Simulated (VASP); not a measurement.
# AgCl (Chlorargyrite) (Fm-3m) in VASP: notebook, part 2 of 2

VASP 6.6.1. The steps go on from the part before.

## Step 3: Relaxation of the atoms, PBE+D3(BJ) (a relaxed cell with its volume scaled by 1.06)

Contents of INCAR:

```
SYSTEM = AgCl
ALGO = Normal
EDIFF = 1E-7
EDIFFG = -0.01
ENCUT = 600
GGA = PE
IBRION = 2
ISIF = 2
ISMEAR = 0
IVDW = 12
LASPH = .True.
LCHARG = .False.
LREAL = .False.
LWAVE = .False.
NELM = 80
NSW = 40
PREC = Accurate
SIGMA = 0.03
```

Contents of KPOINTS:

```
k-points
0
Gamma
  8 8 8
  0 0 0
```

Contents of POSCAR:

```
AgCl                                    
1.0
    0.0000000000      2.8069031099      2.8069031099
    2.8069031099      0.0000000000      2.8069031099
    2.8069031099      2.8069031099      0.0000000000
  Ag              Cl            
     1     1
Direct
     0.0000000000000000    0.0000000000000000    0.0000000000000000
     0.5000000000000000    0.5000000000000000    0.5000000000000000
```

Potentials or basis: VASP PAW PBE potentials, release 64 (Ag, Cl).

Launch:

```console
$ cat potpaw_PBE.64/Ag/POTCAR potpaw_PBE.64/Cl/POTCAR > POTCAR
$ mpirun -np 1 vasp_std > vasp.out
```

OUTCAR:

```text
SYSTEM = AgCl
   EDIFF = 1E-7
   EDIFFG = -0.01
   ENCUT = 600
   GGA = PE
   IBRION = 2
   ISIF = 2
   ISMEAR = 0
   IVDW = 12
   LASPH = .True.
   LREAL = .False.
   NELM = 80
   NSW = 40
   PREC = Accurate
 IVDW          = 12

 ion  position               nearest neighbor table
   1  0.000  0.000  0.000-   2 2.81   2 2.81   2 2.81   2 2.81   2 2.81   2 2.81
   2  0.500  0.500  0.500-   1 2.81   1 2.81   1 2.81   1 2.81   1 2.81   1 2.81

  LATTYP: Found a face centered cubic cell.
 ALAT       =     5.6138062198

  Lattice vectors:

 A1 = (   0.0000000000,   2.8069031099,   2.8069031099)
 A2 = (   2.8069031099,   0.0000000000,   2.8069031099)
 A3 = (   2.8069031099,   2.8069031099,   0.0000000000)

Analysis of symmetry for initial positions (statically):
=====================================================================
 Subroutine PRICEL returns:
 Original cell was already a primitive cell.

 Routine SETGRP: Setting up the symmetry group for a
 face centered cubic supercell.

 Subroutine GETGRP returns: Found 48 space group operations
 (whereof 48 operations were pure point group operations)
 out of a pool of 48 trial point group operations.

The static configuration has the point symmetry O_h .

Analysis of symmetry for dynamics (positions and initial velocities):
=====================================================================
 Subroutine PRICEL returns:
 Original cell was already a primitive cell.

 Routine SETGRP: Setting up the symmetry group for a
 face centered cubic supercell.

 Subroutine GETGRP returns: Found 48 space group operations
 (whereof 48 operations were pure point group operations)
 out of a pool of 48 trial point group operations.

The dynamic configuration has the point symmetry O_h .

 Subroutine INISYM returns: Found 48 space group operations
 (whereof 48 operations are pure point group operations),
 and found     1 'primitive' translations

----------------------------------------------------------------------------------------

                                     Primitive cell

  volume of cell :      44.2295

  direct lattice vectors                    reciprocal lattice vectors
     0.000000000  2.806903110  2.806903110    -0.178132262  0.178132262  0.178132262
     2.806903110  0.000000000  2.806903110     0.178132262 -0.178132262  0.178132262
     2.806903110  2.806903110  0.000000000     0.178132262  0.178132262 -0.178132262

  length of vectors
     3.969560446  3.969560446  3.969560446     0.308534128  0.308534128  0.308534128

  position of ions in fractional coordinates (direct lattice)
     0.000000000  0.000000000  0.000000000
     0.500000000  0.500000000  0.500000000

  ion indices of the primitive-cell ions
   primitive index   ion index
                 1           1
                 2           2

----------------------------------------------------------------------------------------

 KPOINTS: k-points

Automatic generation of k-mesh.
 Grid dimensions read from file:
 generate k-points for:    8    8    8

 Generating k-lattice:

  Cartesian coordinates                     Fractional coordinates (reciprocal lattice)
    -0.022266533  0.022266533  0.022266533     0.125000000  0.000000000  0.000000000
     0.022266533 -0.022266533  0.022266533     0.000000000  0.125000000  0.000000000
[... 44 lines left out ...]
   dimension x,y,z NGXF=    64 NGYF=   64 NGZF=   64
   ions per type =               1   1
   NGX,Y,Z   is equivalent  to a cutoff of  13.40, 13.40, 13.40 a.u.
   NGXF,Y,Z  is equivalent  to a cutoff of  26.80, 26.80, 26.80 a.u.
 SYSTEM =  AgCl
   PREC   = accura    normal or accurate (medium, high low for compatibility)
   ISTART =      0    job   : 0-new  1-cont  2-samecut
   ICHARG =      2    charge: 1-file 2-atom 10-const
   ISPIN  =      1    spin polarized calculation?
   LNONCOLLINEAR =      F non collinear calculations
   LSORBIT =      F    spin-orbit coupling
   LASPH  =      T    aspherical Exc in radial PAW
   ENCUT  =  600.0 eV  44.10 Ry    6.64 a.u.   7.93  7.93  7.93*2*pi/ulx,y,z
   NELM   =     80;   NELMIN=  2; NELMDL= -5     # of ELM steps
   EDIFF  = 0.1E-06   stopping-criterion for ELM
   LREAL  =      F    real-space projection
   EDIFFG = -.1E-01   stopping-criterion for IOM
   NSW    =     40    number of steps for IOM
   IBRION =      2    ionic relax: 0-MD 1-quasi-New 2-CG
   NFREE  =      1    steps in history (QN), initial steepest desc. (CG)
   ISIF   =      2    stress and relaxation
   ISYM   =      2    0-nonsym 1-usesym 2-fastsym
   POTIM  = 0.5000    time-step for ionic-motion
   TEBEG  =    0.0;   TEEND  =   0.0 temperature during run
   PSTRESS=    0.0 pullay stress
   NELECT =      18.0000    total number of electrons
   NUPDOWN=      -1.0000    fix difference up-down
   EMIN   =  10.00;   EMAX   =-10.00  energy-range for DOS
   EFERMI =   0.00;   METHOD = LEGACY
   ISMEAR =     0;   SIGMA  =   0.03  broadening in eV -4-tet -1-fermi 0-gaus
   EFERMI_NEDOS =   21; number of points for ismear=-14 and -15
   IALGO  =     38    algorithm
   IMIX   =      4    mixing-type and parameters
     AMIX     =   0.40;   BMIX     =  1.00
     AMIX_MAG =   1.60;   BMIX_MAG =  1.00
  volume/ion in A,a.u.               =      22.11       149.24
  Fermi-wavevector in a.u.,A,eV,Ry     =   1.213188  2.292594 20.025409  1.471826
  Thomas-Fermi vector in A             =   2.348648
   LORBIT       =      0    0 simple, 1 ext, 2 COOP (PROOUT), +10 PAW based schemes
   GGA     = PE    functional components
   LHFCALC =     F    Hartree Fock is set to
   AEXX    =    0.0000 exact exchange contribution
   IVDW    =    12    specifies the selected vdW correction
   LEPSILON=     F    determine dielectric tensor
   LRPA    =     F    only Hartree local field effects (RPA)
 conjugate gradient relaxation of ions
 non-spin polarized calculation
 Gauss-broadening in eV      SIGMA  =   0.03
  energy-cutoff  :      600.00
  volume of cell :       44.23
 maximum number of plane-waves:      1490
   NGX = 15   NGY = 15   NGZ = 15

 number of electron      18.0000003 magnetization

 Free energy of the ion-electron system (eV)
  ---------------------------------------------------
  ext. energy  EPLUGINS =         0.00000000
  ---------------------------------------------------
  free energy    TOTEN  =        -5.40122240 eV

  energy without entropy =       -5.40122240  energy(sigma->0) =       -5.40122240

 E-fermi :   3.5112     XC(G=0):  -9.7759

 val. band max:        3.3651169409   @ k =   0.5000   0.0000   0.0000
 cond. band min:       4.2862714801   @ k =   0.0000   0.0000   0.0000
 fundamental gap:      0.9211545392
 Fermi energy:         3.5111841304

 k-point     1 :       0.0000    0.0000    0.0000
  band No.  band energies     occupation
      1     -11.5439      2.00000
      2       1.0658      2.00000
      3       1.0658      2.00000
      4       1.0658      2.00000
      5       1.1050      2.00000
      6       1.1050      2.00000
      7       1.1916      2.00000
      8       1.1916      2.00000
      9       1.1916      2.00000
     10       4.2863      0.00000
     11      14.2351      0.00000
     12      14.2351      0.00000
     13      14.2351      0.00000
[... 354 lines left out ...]
  band No.  band energies     occupation
      1     -11.1249      2.00000
      2      -1.1784      2.00000
      3      -0.4823      2.00000
      4      -0.4464      2.00000
      5       1.3397      2.00000
      6       1.4025      2.00000
      7       1.6381      2.00000
      8       2.4320      2.00000
      9       2.9172      2.00000
     10       8.2742      0.00000
     11       9.0916      0.00000
     12      11.4403      0.00000
     13      11.9022      0.00000

 [... further k-points ...]

------------------------ aborting loop because EDIFF is reached ----------------------------------------

 Edisp (eV)   -0.63873

 E8    (eV) :    -0.2567

  FORCE on cell =-STRESS in cart. coord.  units (eV):
  Direction    XX          YY          ZZ          XY          YZ          ZX
  --------------------------------------------------------------------------------------
  -------------------------------------------------------------------------------------
  Total      -0.69334    -0.69334    -0.69334     0.00000     0.00000     0.00000
  in kB     -25.11552   -25.11552   -25.11552     0.00000     0.00000     0.00000
  external pressure =      -25.12 kB  Pullay stress =        0.00 kB

 VOLUME and BASIS-vectors are now :
 -----------------------------------------------------------------------------
  energy-cutoff  :      600.00
  volume of cell :       44.23
      direct lattice vectors                 reciprocal lattice vectors
     0.000000000  2.806903110  2.806903110    -0.178132262  0.178132262  0.178132262
     2.806903110  0.000000000  2.806903110     0.178132262 -0.178132262  0.178132262
     2.806903110  2.806903110  0.000000000     0.178132262  0.178132262 -0.178132262

 POSITION                                       TOTAL-FORCE (eV/Angst)
 -----------------------------------------------------------------------------------
      0.00000      0.00000      0.00000         0.000000     -0.000000      0.000000
      2.80690      2.80690      2.80690        -0.000000      0.000000     -0.000000
 -----------------------------------------------------------------------------------
    total drift:                                0.000000     -0.000000     -0.000000

  FREE ENERGIE OF THE ION-ELECTRON SYSTEM (eV)
  ---------------------------------------------------
  free  energy   TOTEN  =        -6.0399517444 eV

  energy  without entropy=       -6.0399517444  energy(sigma->0) =       -6.03995174

 reached required accuracy - stopping structural energy minimisation
```

It took 6.2 s on 1 thread of Intel Xeon 6975P-C (Granite Rapids), shared host; peak memory 0.19 GiB.

Results:

```yaml
Free_energy: -6.0400 eV
Pressure_after_relaxing: -2.5 GPa
Band_gap_on_the_k_mesh: 0.92 eV, indirect (least direct gap 3.07 eV)
Dispersion_energy_per_atom: -0.319 eV
```

Final structure:
```cif
data_structure
_symmetry_space_group_name_H-M 'P 1'
_symmetry_Int_Tables_number 1
_cell_length_a 3.9696
_cell_length_b 3.9696
_cell_length_c 3.9696
_cell_angle_alpha 60.000
_cell_angle_beta 60.000
_cell_angle_gamma 60.000
_cell_volume 44.23
loop_
_atom_site_label
_atom_site_type_symbol
_atom_site_fract_x
_atom_site_fract_y
_atom_site_fract_z
_atom_site_occupancy
Ag1 Ag 0.00000 0.00000 0.00000 1
Cl1 Cl 0.50000 0.50000 0.50000 1
```

Caveat: the relaxation stopped at its first step, so nothing moved.
